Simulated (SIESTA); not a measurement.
Runs of SIESTA 5.4.2 on Hg. The cell holds a slab with vacuum, 4 atoms: a = 3.321 Å, b = 3.410 Å, c = 23.121 Å, α = 90.00°, β = 90.00°, γ = 115.57°. The slab is cut from a database's or a generator's crystal, which needn't be the stable form of the element.

```tsv
potentials or basis	gap on the mesh (eV)	largest force (eV/Å)
PseudoDojo 0.4 standard (PBE files), TZDP (energy shift 0.003 Ry; two zetas on semicore shells)	0.11	0.15
PseudoDojo 0.4 standard (PBE files), TZP (energy shift 0.003 Ry; two zetas on semicore shells)	0.10	0.14
PseudoDojo 0.4 standard (PBE files), DZP (energy shift 0.003 Ry; two zetas on semicore shells)	0.09	0.15
PseudoDojo 0.4 standard (PBE files), DZDP (energy shift 0.003 Ry; two zetas on semicore shells)	0.10	(b)
PseudoDojo 0.4 standard (PBE files), SZP (energy shift 0.003 Ry)	(a)	3.00
```

Alike in all rows: task single point; level PBE; no spin polarisation; cell as given; k mesh 9 × 9 × 1; smearing fermi-dirac 0.05 eV; grid cutoff 800 Ry; energy shift 0.003 Ry.

Q: Estimate the missing entries.

A: (a) none; (b) 0.13.

Caveats: the valence orbitals were made in a potential fitted to the semicore shell under them, which widens gaps by tenths of an eV or more; the basis of atomic orbitals isn't converged, which shifts pressures, moduli and gaps; spin-orbit coupling is left out, which moves the levels of the heavy elements (some runs).

A k mesh can miss the band edges, and the runs leave out spin-orbit coupling on Hg.
